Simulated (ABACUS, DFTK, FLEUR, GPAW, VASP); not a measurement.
## Equation of state of KBr under PBEsol

```cif
data_structure
_symmetry_space_group_name_H-M 'Fm-3m'
_symmetry_Int_Tables_number 225
_cell_length_a 6.6000
_cell_length_b 6.6000
_cell_length_c 6.6000
_cell_angle_alpha 90.000
_cell_angle_beta 90.000
_cell_angle_gamma 90.000
_cell_volume 287.50
loop_
_atom_site_label
_atom_site_type_symbol
_atom_site_symmetry_multiplicity
_atom_site_Wyckoff_symbol
_atom_site_fract_x
_atom_site_fract_y
_atom_site_fract_z
_atom_site_occupancy
Br1 Br 4 b 0.50000 0.00000 0.00000 1
K1 K 4 a 0.00000 0.00000 0.00000 1
```

The cell was scaled at fixed shape and fractions and run with VASP, PBE PAW files Br, K_sv, 520 eV; PBEsol, k mesh 7 × 7 × 7 on the cell of 2 atoms, fermi-dirac occupations of 0.05 eV, no spin polarisation, no spin-orbit coupling. The potentials were made for PBE. Energies are those that the program minimises, any entropy of the smearing included.

```tsv
V (Å³/atom)	energy over the lowest row (meV/atom)
33.7808	3.329
34.4995	0.862
35.2183	0.000
35.9370	0.558
36.6557	2.371
37.3745	?
38.0932	9.211
```

Problem. Fit the third-order Birch-Murnaghan form, give V0, B0 and B′, and predict the energy left open.

Solution. With y = (V0/V)^(2/3), E = E0 + (9 V0 B0/16) [(y - 1)³ B′ + (y - 1)² (6 - 4y)]. Least squares through the rows shown give V0 = 35.2813 Å³/atom, E0 = -0.006 meV, B0 = 15.35 GPa (1 eV/Å³ = 160.218 GPa) and B′ = 4.98, with a largest miss of 0.003 meV. At V = 37.3745 the form with these constants gives 5.298 meV; the run gave 5.299 meV an atom. Other set-ups at this level, from all their volumes (Å³/atom, GPa): ABACUS, PseudoDojo NC SR 0.4.1 PBEsol standard, plane waves: V0 35.105, B0 15.4; DFTK, PseudoDojo SR PBEsol 0.4.1 standard (PBEsol): V0 35.106, B0 15.4; FLEUR, all-electron, FLAPW: V0 35.128, B0 15.4; GPAW, PAW data sets generated for this functional: V0 35.123, B0 15.4.
